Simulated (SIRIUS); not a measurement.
# SrCl2 (Fm-3m) in SIRIUS: reference runs, part 3 of 4

SIRIUS 7.12.0. The steps go on from the part before.

## 6. Equation of state, PBEsol, 28.86 Å³/atom (volume scaled by 1.02)

The input, sirius.json:

```json
{
  "control": {
    "processing_unit": "cpu",
    "std_evp_solver_name": "lapack",
    "gen_evp_solver_name": "lapack",
    "verbosity": 2,
    "print_forces": false,
    "ortho_rf": true,
    "use_second_variation": true,
    "rmt_max": 3.0,
    "num_bands_to_print": 24,
    "save_wf": true
  },
  "parameters": {
    "electronic_structure_method": "full_potential_lapwlo",
    "xc_functionals": ["XC_GGA_X_PBE_SOL", "XC_GGA_C_PBE_SOL"],
    "core_relativity": "dirac",
    "valence_relativity": "iora",
    "num_fv_states": 31,
    "smearing": "fermi_dirac",
    "smearing_width": 0.0018374661,
    "pw_cutoff": 20,
    "gk_cutoff": 3.41,
    "lmax_apw": 10,
    "lmax_rho": 8,
    "lmax_pot": 8,
    "num_mag_dims": 0,
    "auto_rmt": 0,
    "ngridk": [7, 7, 7],
    "shiftk": [0, 0, 0],
    "num_dft_iter": 80,
    "energy_tol": 1e-07,
    "density_tol": 1e-05,
    "use_symmetry": true
  },
  "settings": {"tol_ne": 1e-10},
  "iterative_solver": {"type": "exact"},
  "mixer": {"type": "anderson", "beta": 0.5, "max_history": 8},
  "unit_cell": {
    "lattice_vectors": [[0.0, 6.6356832013, 6.6356832013], [6.6356832013, 0.0, 6.6356832013], [6.6356832013, 6.6356832013, 0.0]],
    "atom_types": ["Cl", "Sr"],
    "atom_files": {"Cl": "Cl.json", "Sr": "Sr.json"},
    "atoms": {"Cl": [[0.75, 0.75, 0.75], [0.25, 0.25, 0.25]], "Sr": [[0.0, 0.0, 0.0]]}
  }
}
```

The input, Cl.json:

```json
{
  "name": "chlorine",
  "symbol": "Cl",
  "number": 17,
  "mass": 35.453,
  "rmin": 1e-06,
  "rmt": 2.29,
  "nrmt": 800,
  "rinf": 12.23,
  "core": "1s2s",
  "valence": [
    {"basis": [{"enu": -0.18, "dme": 0, "n": 0, "auto": 0}, {"enu": -0.18, "dme": 1, "n": 0, "auto": 0}]},
    {"l": 0, "n": 1, "basis": [{"enu": -0.2499, "dme": 0, "n": 0, "auto": 0}]},
    {"l": 1, "n": 2, "basis": [{"enu": -0.08, "dme": 0, "n": 0, "auto": 0}]},
    {"l": 2, "n": 3, "basis": [{"enu": -0.08, "dme": 0, "n": 0, "auto": 0}]},
    {"l": 3, "n": 4, "basis": [{"enu": -0.08, "dme": 0, "n": 0, "auto": 0}]}
  ],
  "lo": [
    {
      "l": 0,
      "basis": [{"enu": -0.2499, "dme": 0, "n": 0, "auto": 0}, {"enu": -0.2499, "dme": 1, "n": 0, "auto": 0}]
    },
    {
      "l": 0,
      "basis": [{"enu": -0.2499, "dme": 1, "n": 0, "auto": 0}, {"enu": -0.2499, "dme": 2, "n": 0, "auto": 0}]
    },
    {
      "l": 0,
      "basis": [{"enu": -0.2499, "dme": 0, "n": 0, "auto": 0}, {"enu": 2.0384, "dme": 0, "n": 0, "auto": 0}]
    },
    {"l": 1, "basis": [{"enu": -0.08, "dme": 0, "n": 0, "auto": 0}, {"enu": -0.08, "dme": 1, "n": 0, "auto": 0}]},
    {"l": 1, "basis": [{"enu": -0.08, "dme": 1, "n": 0, "auto": 0}, {"enu": -0.08, "dme": 2, "n": 0, "auto": 0}]},
    {
      "l": 1,
      "basis": [{"enu": -6.799, "dme": 0, "n": 2, "auto": 1}, {"enu": -6.799, "dme": 1, "n": 2, "auto": 1}]
    },
    {
      "l": 1,
      "basis": [{"enu": -0.08, "dme": 0, "n": 0, "auto": 0}, {"enu": 2.5515, "dme": 0, "n": 0, "auto": 0}]
    },
    {"l": 2, "basis": [{"enu": -0.08, "dme": 0, "n": 0, "auto": 0}, {"enu": -0.08, "dme": 1, "n": 0, "auto": 0}]},
    {"l": 2, "basis": [{"enu": -0.08, "dme": 1, "n": 0, "auto": 0}, {"enu": -0.08, "dme": 2, "n": 0, "auto": 0}]},
    {
      "l": 2,
      "basis": [{"enu": -0.08, "dme": 0, "n": 0, "auto": 0}, {"enu": 2.8948, "dme": 0, "n": 0, "auto": 0}]
    },
    {"l": 3, "basis": [{"enu": -0.08, "dme": 0, "n": 0, "auto": 0}, {"enu": -0.08, "dme": 1, "n": 0, "auto": 0}]}
  ],
  "free_atom": [... radial grid and density of the free atom, the start of the SCF ...]
}
```

The input, Sr.json:

```json
{
  "name": "strontium",
  "symbol": "Sr",
  "number": 38,
  "mass": 87.62,
  "rmin": 1e-06,
  "rmt": 2.54,
  "nrmt": 800,
  "rinf": 19.56,
  "core": "1s2s2p3s3p",
  "valence": [
    {"basis": [{"enu": -0.18, "dme": 0, "n": 0, "auto": 0}, {"enu": -0.18, "dme": 1, "n": 0, "auto": 0}]},
    {"l": 0, "n": 1, "basis": [{"enu": -0.08, "dme": 0, "n": 0, "auto": 0}]},
    {"l": 1, "n": 2, "basis": [{"enu": -0.08, "dme": 0, "n": 0, "auto": 0}]},
    {"l": 2, "n": 3, "basis": [{"enu": -0.08, "dme": 0, "n": 0, "auto": 0}]},
    {"l": 3, "n": 4, "basis": [{"enu": -0.08, "dme": 0, "n": 0, "auto": 0}]}
  ],
  "lo": [
    {"l": 0, "basis": [{"enu": -0.08, "dme": 0, "n": 0, "auto": 0}, {"enu": -0.08, "dme": 1, "n": 0, "auto": 0}]},
    {
      "l": 0,
      "basis": [{"enu": -1.4475, "dme": 0, "n": 4, "auto": 1}, {"enu": -1.4475, "dme": 1, "n": 4, "auto": 1}]
    },
    {
      "l": 0,
      "basis": [{"enu": -1.4475, "dme": 1, "n": 4, "auto": 1}, {"enu": -0.08, "dme": 0, "n": 0, "auto": 0}]
    },
    {"l": 0, "basis": [{"enu": -0.08, "dme": 0, "n": 0, "auto": 0}, {"enu": 2.4, "dme": 0, "n": 0, "auto": 0}]},
    {"l": 1, "basis": [{"enu": -0.08, "dme": 0, "n": 0, "auto": 0}, {"enu": -0.08, "dme": 1, "n": 0, "auto": 0}]},
    {
      "l": 1,
      "basis": [{"enu": -0.7865, "dme": 0, "n": 4, "auto": 1}, {"enu": -0.7865, "dme": 1, "n": 4, "auto": 1}]
    },
    {
      "l": 1,
      "basis": [{"enu": -0.7865, "dme": 1, "n": 4, "auto": 1}, {"enu": -0.08, "dme": 0, "n": 0, "auto": 0}]
    },
    {"l": 1, "basis": [{"enu": -0.08, "dme": 0, "n": 0, "auto": 0}, {"enu": 2.772, "dme": 0, "n": 0, "auto": 0}]},
    {"l": 2, "basis": [{"enu": -0.08, "dme": 0, "n": 0, "auto": 0}, {"enu": -0.08, "dme": 1, "n": 0, "auto": 0}]},
    {
      "l": 2,
      "basis": [{"enu": -4.6614, "dme": 0, "n": 3, "auto": 1}, {"enu": -4.6614, "dme": 1, "n": 3, "auto": 1}]
    },
    {
      "l": 2,
      "basis": [{"enu": -4.6614, "dme": 1, "n": 3, "auto": 1}, {"enu": -0.08, "dme": 0, "n": 0, "auto": 0}]
    },
    {"l": 2, "basis": [{"enu": -0.08, "dme": 0, "n": 0, "auto": 0}, {"enu": 3.144, "dme": 0, "n": 0, "auto": 0}]},
    {"l": 3, "basis": [{"enu": -0.08, "dme": 0, "n": 0, "auto": 0}, {"enu": -0.08, "dme": 1, "n": 0, "auto": 0}]},
    {"l": 3, "basis": [{"enu": -0.08, "dme": 0, "n": 0, "auto": 0}, {"enu": 2.617, "dme": 0, "n": 0, "auto": 0}]}
  ],
  "free_atom": [... radial grid and density of the free atom, the start of the SCF ...]
}
```

The input, sirius_start.json:

```json
{
  "control": {
    "processing_unit": "cpu",
    "std_evp_solver_name": "lapack",
    "gen_evp_solver_name": "lapack",
    "verbosity": 1,
    "print_forces": false,
    "ortho_rf": true,
    "use_second_variation": true,
    "rmt_max": 3.0,
    "num_bands_to_print": 24,
    "save_wf": false
  },
  "parameters": {
    "electronic_structure_method": "full_potential_lapwlo",
    "xc_functionals": ["XC_LDA_X", "XC_LDA_C_PW"],
    "core_relativity": "dirac",
    "valence_relativity": "iora",
    "num_fv_states": 31,
    "smearing": "fermi_dirac",
    "smearing_width": 0.0055123983,
    "pw_cutoff": 20,
    "gk_cutoff": 2.72,
    "lmax_apw": 10,
    "lmax_rho": 8,
    "lmax_pot": 8,
    "num_mag_dims": 0,
    "auto_rmt": 0,
    "ngridk": [3, 3, 3],
    "shiftk": [0, 0, 0],
    "num_dft_iter": 30,
    "energy_tol": 0.01,
    "density_tol": 0.05,
    "use_symmetry": true
  },
  "settings": {"tol_ne": 1e-10},
  "iterative_solver": {"type": "exact"},
  "mixer": {"type": "anderson", "beta": 0.5, "max_history": 8},
  "unit_cell": {
    "lattice_vectors": [[0.0, 6.6356832013, 6.6356832013], [6.6356832013, 0.0, 6.6356832013], [6.6356832013, 6.6356832013, 0.0]],
    "atom_types": ["Cl", "Sr"],
    "atom_files": {"Cl": "Cl.json", "Sr": "Sr.json"},
    "atoms": {"Cl": [[0.75, 0.75, 0.75], [0.25, 0.25, 0.25]], "Sr": [[0.0, 0.0, 0.0]]}
  }
}
```

Potentials or basis: all-electron FP-LAPW, apw+lo standard.

The run is started by

```sh
> OMP_NUM_THREADS=1 sirius.scf --input=sirius_start.json --output=start.json
> OMP_NUM_THREADS=1 sirius.scf --input=sirius.json --output=output.json --task=1
```

It took 94 s on 1 thread of Intel Xeon Platinum 8488C (Sapphire Rapids), shared host; peak memory 0.62 GiB.

It converged, with:

```yaml
Free_energy: -111562.3550 eV
Band_gap_on_the_k_mesh: 5.11 eV, indirect (least direct gap 5.41 eV)
All_electrons_inside_the_program's_atomic_spheres: Sr 35.82; Cl 15.92 (radii Cl 2.29, Sr 2.54 bohr)
```

Caveat: an odd mesh through Γ misses points on the zone boundary, where band edges often lie.

## 7. Equation of state, PBEsol, 29.43 Å³/atom (volume scaled by 1.04)

sirius.json, as its differences from that of step 6:

```diff
@@ -39,3 +39,3 @@
   "unit_cell": {
-    "lattice_vectors": [[0.0, 6.6356832013, 6.6356832013], [6.6356832013, 0.0, 6.6356832013], [6.6356832013, 6.6356832013, 0.0]],
+    "lattice_vectors": [[0.0, 6.6787732606, 6.6787732606], [6.6787732606, 0.0, 6.6787732606], [6.6787732606, 6.6787732606, 0.0]],
     "atom_types": ["Cl", "Sr"],
```

Cl.json is that of step 6.

Sr.json is that of step 6.

sirius_start.json, as its differences from that of step 6:

```diff
@@ -39,3 +39,3 @@
   "unit_cell": {
-    "lattice_vectors": [[0.0, 6.6356832013, 6.6356832013], [6.6356832013, 0.0, 6.6356832013], [6.6356832013, 6.6356832013, 0.0]],
+    "lattice_vectors": [[0.0, 6.6787732606, 6.6787732606], [6.6787732606, 0.0, 6.6787732606], [6.6787732606, 6.6787732606, 0.0]],
     "atom_types": ["Cl", "Sr"],
```

The run is started by

```sh
> OMP_NUM_THREADS=1 sirius.scf --input=sirius_start.json --output=start.json
> OMP_NUM_THREADS=1 sirius.scf --input=sirius.json --output=output.json --task=1
```

Run time: 81 s. Hardware: 1 thread of Intel Xeon Platinum 8488C (Sapphire Rapids), shared host; peak memory 0.62 GiB.

It converged, with:

| Property | Result |
| --- | --- |
| Free energy | -111562.3339 eV |
| Band gap on the k mesh | 5.04 eV, indirect (least direct gap 5.33 eV) |
| All electrons inside the program's atomic spheres | Sr 35.81; Cl 15.91 (radii Cl 2.29, Sr 2.54 bohr) |

Caveat: an odd mesh through Γ misses points on the zone boundary, where band edges often lie.

## 8. Equation of state, PBEsol, 30.00 Å³/atom (volume scaled by 1.06)

sirius.json, as its differences from that of step 7:

```diff
@@ -39,3 +39,3 @@
   "unit_cell": {
-    "lattice_vectors": [[0.0, 6.6787732606, 6.6787732606], [6.6787732606, 0.0, 6.6787732606], [6.6787732606, 6.6787732606, 0.0]],
+    "lattice_vectors": [[0.0, 6.7213143647, 6.7213143647], [6.7213143647, 0.0, 6.7213143647], [6.7213143647, 6.7213143647, 0.0]],
     "atom_types": ["Cl", "Sr"],
```

The input, Cl.json:

```json
{
  "name": "chlorine",
  "symbol": "Cl",
  "number": 17,
  "mass": 35.453,
  "rmin": 1e-06,
  "rmt": 2.29,
  "nrmt": 800,
  "rinf": 12.23,
  "core": "1s2s",
  "valence": [
    {"basis": [{"enu": -0.19, "dme": 0, "n": 0, "auto": 0}, {"enu": -0.19, "dme": 1, "n": 0, "auto": 0}]},
    {"l": 0, "n": 1, "basis": [{"enu": -0.2599, "dme": 0, "n": 0, "auto": 0}]},
    {"l": 1, "n": 2, "basis": [{"enu": -0.09, "dme": 0, "n": 0, "auto": 0}]},
    {"l": 2, "n": 3, "basis": [{"enu": -0.09, "dme": 0, "n": 0, "auto": 0}]},
    {"l": 3, "n": 4, "basis": [{"enu": -0.09, "dme": 0, "n": 0, "auto": 0}]}
  ],
  "lo": [
    {
      "l": 0,
      "basis": [{"enu": -0.2599, "dme": 0, "n": 0, "auto": 0}, {"enu": -0.2599, "dme": 1, "n": 0, "auto": 0}]
    },
    {
      "l": 0,
      "basis": [{"enu": -0.2599, "dme": 1, "n": 0, "auto": 0}, {"enu": -0.2599, "dme": 2, "n": 0, "auto": 0}]
    },
    {
      "l": 0,
      "basis": [{"enu": -0.2599, "dme": 0, "n": 0, "auto": 0}, {"enu": 2.0284, "dme": 0, "n": 0, "auto": 0}]
    },
    {"l": 1, "basis": [{"enu": -0.09, "dme": 0, "n": 0, "auto": 0}, {"enu": -0.09, "dme": 1, "n": 0, "auto": 0}]},
    {"l": 1, "basis": [{"enu": -0.09, "dme": 1, "n": 0, "auto": 0}, {"enu": -0.09, "dme": 2, "n": 0, "auto": 0}]},
    {
      "l": 1,
      "basis": [{"enu": -6.809, "dme": 0, "n": 2, "auto": 1}, {"enu": -6.809, "dme": 1, "n": 2, "auto": 1}]
    },
    {
      "l": 1,
      "basis": [{"enu": -0.09, "dme": 0, "n": 0, "auto": 0}, {"enu": 2.5415, "dme": 0, "n": 0, "auto": 0}]
    },
    {"l": 2, "basis": [{"enu": -0.09, "dme": 0, "n": 0, "auto": 0}, {"enu": -0.09, "dme": 1, "n": 0, "auto": 0}]},
    {"l": 2, "basis": [{"enu": -0.09, "dme": 1, "n": 0, "auto": 0}, {"enu": -0.09, "dme": 2, "n": 0, "auto": 0}]},
    {
      "l": 2,
      "basis": [{"enu": -0.09, "dme": 0, "n": 0, "auto": 0}, {"enu": 2.8848, "dme": 0, "n": 0, "auto": 0}]
    },
    {"l": 3, "basis": [{"enu": -0.09, "dme": 0, "n": 0, "auto": 0}, {"enu": -0.09, "dme": 1, "n": 0, "auto": 0}]}
  ],
  "free_atom": [... radial grid and density of the free atom, the start of the SCF ...]
}
```

The input, Sr.json:

```json
{
  "name": "strontium",
  "symbol": "Sr",
  "number": 38,
  "mass": 87.62,
  "rmin": 1e-06,
  "rmt": 2.54,
  "nrmt": 800,
  "rinf": 19.56,
  "core": "1s2s2p3s3p",
  "valence": [
    {"basis": [{"enu": -0.19, "dme": 0, "n": 0, "auto": 0}, {"enu": -0.19, "dme": 1, "n": 0, "auto": 0}]},
    {"l": 0, "n": 1, "basis": [{"enu": -0.09, "dme": 0, "n": 0, "auto": 0}]},
    {"l": 1, "n": 2, "basis": [{"enu": -0.09, "dme": 0, "n": 0, "auto": 0}]},
    {"l": 2, "n": 3, "basis": [{"enu": -0.09, "dme": 0, "n": 0, "auto": 0}]},
    {"l": 3, "n": 4, "basis": [{"enu": -0.09, "dme": 0, "n": 0, "auto": 0}]}
  ],
  "lo": [
    {"l": 0, "basis": [{"enu": -0.09, "dme": 0, "n": 0, "auto": 0}, {"enu": -0.09, "dme": 1, "n": 0, "auto": 0}]},
    {
      "l": 0,
      "basis": [{"enu": -1.4575, "dme": 0, "n": 4, "auto": 1}, {"enu": -1.4575, "dme": 1, "n": 4, "auto": 1}]
    },
    {
      "l": 0,
      "basis": [{"enu": -1.4575, "dme": 1, "n": 4, "auto": 1}, {"enu": -0.09, "dme": 0, "n": 0, "auto": 0}]
    },
    {"l": 0, "basis": [{"enu": -0.09, "dme": 0, "n": 0, "auto": 0}, {"enu": 2.39, "dme": 0, "n": 0, "auto": 0}]},
    {"l": 1, "basis": [{"enu": -0.09, "dme": 0, "n": 0, "auto": 0}, {"enu": -0.09, "dme": 1, "n": 0, "auto": 0}]},
    {
      "l": 1,
      "basis": [{"enu": -0.7965, "dme": 0, "n": 4, "auto": 1}, {"enu": -0.7965, "dme": 1, "n": 4, "auto": 1}]
    },
    {
      "l": 1,
      "basis": [{"enu": -0.7965, "dme": 1, "n": 4, "auto": 1}, {"enu": -0.09, "dme": 0, "n": 0, "auto": 0}]
    },
    {"l": 1, "basis": [{"enu": -0.09, "dme": 0, "n": 0, "auto": 0}, {"enu": 2.762, "dme": 0, "n": 0, "auto": 0}]},
    {"l": 2, "basis": [{"enu": -0.09, "dme": 0, "n": 0, "auto": 0}, {"enu": -0.09, "dme": 1, "n": 0, "auto": 0}]},
    {
      "l": 2,
      "basis": [{"enu": -4.6714, "dme": 0, "n": 3, "auto": 1}, {"enu": -4.6714, "dme": 1, "n": 3, "auto": 1}]
    },
    {
      "l": 2,
      "basis": [{"enu": -4.6714, "dme": 1, "n": 3, "auto": 1}, {"enu": -0.09, "dme": 0, "n": 0, "auto": 0}]
    },
    {"l": 2, "basis": [{"enu": -0.09, "dme": 0, "n": 0, "auto": 0}, {"enu": 3.134, "dme": 0, "n": 0, "auto": 0}]},
    {"l": 3, "basis": [{"enu": -0.09, "dme": 0, "n": 0, "auto": 0}, {"enu": -0.09, "dme": 1, "n": 0, "auto": 0}]},
    {"l": 3, "basis": [{"enu": -0.09, "dme": 0, "n": 0, "auto": 0}, {"enu": 2.607, "dme": 0, "n": 0, "auto": 0}]}
  ],
  "free_atom": [... radial grid and density of the free atom, the start of the SCF ...]
}
```

sirius_start.json, as its differences from that of step 7:

```diff
@@ -39,3 +39,3 @@
   "unit_cell": {
-    "lattice_vectors": [[0.0, 6.6787732606, 6.6787732606], [6.6787732606, 0.0, 6.6787732606], [6.6787732606, 6.6787732606, 0.0]],
+    "lattice_vectors": [[0.0, 6.7213143647, 6.7213143647], [6.7213143647, 0.0, 6.7213143647], [6.7213143647, 6.7213143647, 0.0]],
     "atom_types": ["Cl", "Sr"],
```

The run is started by

```sh
> OMP_NUM_THREADS=1 sirius.scf --input=sirius_start.json --output=start.json
> OMP_NUM_THREADS=1 sirius.scf --input=sirius.json --output=output.json --task=1
```

Run time: 86 s. Hardware: 1 thread of Intel Xeon Platinum 8488C (Sapphire Rapids), shared host; peak memory 0.63 GiB.

It converged, with:

- Free energy: -111562.3076 eV
- Band gap on the k mesh: 4.97 eV, indirect (least direct gap 5.26 eV)
- All electrons inside the program's atomic spheres: Sr 35.80; Cl 15.91 (radii Cl 2.29, Sr 2.54 bohr)

Caveat: an odd mesh through Γ misses points on the zone boundary, where band edges often lie.

## 9. Equation of state, PBEsol

Potentials or basis: all-electron FP-LAPW, apw+lo standard.

This step only gathers the single runs of the series.

What came out:

```yaml
Equilibrium_volume: 27.48 Å³/atom
Bulk_modulus: 39 GPa
Pressure_derivative_of_the_bulk_modulus: "4.8 (rough: it moves with the points fitted)"
```

Energy against volume, from the lowest point:
| volume (Å³/atom) | energy (meV/atom) |
| --- | --- |
| 26.601 | 3.26 |
| 27.167 | 0.08 |
| 27.733 | 0.00 |
| 28.299 | 2.39 |
| 28.865 | 7.28 |
| 29.431 | 14.33 |
| 29.997 | 23.09 |

[end of part 3 of 4]
